Platinum looks wrong. Putting its atoms on a simple hexagonal lattice costs only 0.087 eV an atom over the ordinary metal, while iridium, one place to the left, pays 0.590 eV and nickel, in the same group, pays 0.466 eV. To judge whether this is an oddity of platinum or a fault, one must first know what a late transition metal ought to pay for this structure, and why.

Late transition metals in the simple hexagonal structure (P6/mmm, No. 191), relaxed with the symmetry kept. Ansatz 0.2.0, r2SCAN, scalar-relativistic plane-wave PAW, cutoff 500 eV, Gaussian smearing 0.1 eV, k meshes from 24×24×20 to 27×27×24. Energies are relative to the elements' standard states; valence electrons are counted by group number, d shell included.

```tsv
element	Z	valence electrons	volume per atom (Å³)	shortest distance (Å)	spin	energy over elements (eV/atom)
Co	27	9	11.88	2.319	collinear	0.470
Ni	28	10	11.46	2.330	collinear	0.466
Cu	29	11	12.43	2.387	none	0.288
Ru	44	8	14.74	2.385	none	0.886
Rh	45	9	14.94	2.521	none	0.501
Ir	77	9	15.56	2.581	none	0.590
Pt	78	10	16.48	2.668	none	0.087
```

The energy over elements is the cost meant here: the energy of the hexagonal crystal less that of the element in its standard state. It is positive in every row, so none of these metals prefers the structure. The symmetry was held during relaxation, so these are prices of a given arrangement, and any of the cells might still gain energy by distorting.

The price is paid in neighbours. All seven elements are close-packed in their standard state, with twelve nearest neighbours around each atom. In the simple hexagonal lattice flat triangular layers lie directly on top of one another, which leaves six neighbours in the layer and two along the axis $c$. The next shell is about 1.4 times as far away and can't make up for the four lost contacts.

Losing a third of the neighbours does not mean losing a third of the bonding. The bonding of a partly filled d band grows with the width of the band, and the width grows roughly as the square root of the number of neighbours $N$. The repulsion between atomic cores, by contrast, is a sum over pairs and grows as $N$ itself. With $h$ for the strength of the d overlap between two neighbours and $a$, $b$ as constants of the metal, the energy of an atom is

$$E = a\,N\,r(h) - b\,\sqrt{N}\,h ,$$

where $r(h)$ is the repulsion of one pair.

Two extremes bracket the cost. If atoms were hard balls that touch at a fixed distance, only the second term would count, and going from twelve neighbours to eight would lose $1-\sqrt{8/12}$, or 18 % of the cohesion. If atoms were so soft that $r = h^2$, the lowest energy would be $-b^2/4a$ for any $N$, and the change would cost nothing, because fewer bonds would become shorter and stronger until they made good the loss. Real metals lie between. Set against rough recalled distances in the elements, the eight distances here are shorter by some 4 % on average, as this argument wants.

The cost should therefore be a modest share of the cohesive energy, which is the energy needed to pull the metal apart into atoms. A strongly bound metal has more to lose. Division by rough recalled cohesive energies puts Co, Ni, Cu, Rh and Ir between 8 and 11 %, with a mean of 9.3 %. With Ru added, the highest cost is 3.1 times the lowest, but the highest share only 1.6 times the lowest. The shares are printed row by row below.

This gives the direction of the run along a period. In the late transition metals each further electron enters the upper, antibonding part of the d band and weakens the crystal. The cost does fall from Ru to Rh, from Ir to Pt and from Ni to Cu. At the mean share, cohesion accounts for about half of the last fall but only for about a fifth of each of the other two, which are enlarged by the irregular values of ruthenium and platinum. In copper the d band is full, so its bonding and antibonding states largely cancel, and the crystal is held together by the outer s electron and its mixing with the d states. Among the rows other than platinum copper has the least to lose and pays the least. The formula above was made for a partly filled d band, however, so copper's similar share is an observation and not a test of it.

Cobalt and nickel are the exception to the fall along a period. Their costs differ by 0.004 eV, which is the accuracy of the mesh, so they count as equal, and their rough cohesive energies are equal too. Both remain ferromagnetic in the hexagonal cell, with a moment of about two Bohr magnetons in cobalt and 0.73 in nickel, so what they pay is not the price of a lost magnet. Either may have a lower magnetic state, which would reduce its cost. The other five metals were run without spin, so a moment in their hexagonal cells, which could lower their cost, is not excluded.

Down group 9 the same reasoning works in direction but less well in size. The d orbitals reach further out from Co to Rh to Ir, they overlap better, and both cohesion and cost rise. The cost grows by about a quarter, however, while the cohesion grows by more than half. Cohesion sets the scale of the price and not its exact value.

Ruthenium and platinum were kept out of the mean because they stand apart, and they show where counting neighbours is not enough. For ruthenium the mean share predicts $0.0934 \times 6.7 \approx 0.63$ eV, but the calculation gives 0.886 eV. A possible reason is that a crystal structure fixes the shape of the d band as well as its width. Band theory finds that close packing is especially favourable, compared with the body-centred cubic structure, at about the filling of ruthenium. Leaving it for the simple hexagonal lattice may cost extra too; densities of states for both structures would test this.

Ruthenium also has the most squeezed cell, with 2.385 Å along $c$ against 2.671 Å in the layer. It is tempting to blame the high cost on this distortion, but the cell was free to change its shape and settled there to lower its energy. The squeeze is better read as the metal's response to an unfavourable lattice than as the source of the cost.

For platinum the same estimate gives $0.093 \times 5.8 \approx 0.54$ eV, about six times the computed 0.087 eV. Nothing in the geometry accounts for the gap: the eight distances are practically equal, and they have shortened about as much as in the other metals. Two explanations suggest themselves, and both are guesses. The d band of this lattice may happen to suit the filling of platinum unusually well, or the energy of ordinary platinum, from which the cost is counted, may be off.

A calculation of face-centred cubic platinum with the same settings would test the second. If the low cost survives, densities of states for both structures would test the first. Until then the low value is no ground for calling platinum a metal that takes easily to this structure. For the other metals the rule of thumb is a tenth of the cohesive energy, good to about a fifth of the estimate in five rows and too low by about a quarter of the computed cost in ruthenium.

Printed output of the fit:

```
Shape of the cell:
  row  six in-plane distances (Å)  two distances along c (Å)     c/a  next shell (Å)
   Co                       2.432                      2.319  0.9535           3.361
   Ni                       2.383                       2.33  0.9777           3.333
   Cu                       2.452                      2.387  0.9734           3.422
   Ru                       2.671                      2.385  0.8928           3.581
   Rh                       2.616                      2.521  0.9637           3.633
   Ir                       2.638                      2.581  0.9782           3.691
   Pt                       2.668                      2.673   1.002           3.777
Cost against cohesion:
  row  cost (eV/atom)  rough recalled cohesive energy (eV/atom)  part of cohesion (%)
   Co            0.47                                       4.4                 10.68
   Ni           0.466                                       4.4                 10.59
   Cu           0.288                                       3.5                 8.229
   Ru           0.886                                       6.7                 13.22
   Rh           0.501                                       5.8                 8.638
   Ir            0.59                                       6.9                 8.551
   Pt           0.087                                       5.8                   1.5
Cost, Ru less Rh (eV/atom): 0.385
Cost, Ir less Pt (eV/atom): 0.503
Cost, Ni less Cu (eV/atom): 0.178
Cost, Co less Ni (eV/atom): 0.004
Cost, Rh less Co (eV/atom): 0.031
Cost, Ir less Rh (eV/atom): 0.089
Cost, Ni less Pt (eV/atom): 0.379
Ceiling of the loss for hard atoms, eight for twelve neighbours (%): 18.35
Highest over lowest cost, Pt left out (ratio): 3.076
Highest over lowest share of cohesion, Pt left out (ratio): 1.607
Mean share of cohesion in Co, Ni, Cu, Rh and Ir (%): 9.338
Ru cost expected from that share (eV/atom): 0.6256
Ru cost above that expectation (eV/atom): 0.2604
Pt cost expected from that share (eV/atom): 0.5416
Pt cost below that expectation (eV/atom): 0.4546
Mean shortening of the eight distances against the elements, all rows, rough (%): 4.364
The same shortening in Pt, rough (%): 4.667
```
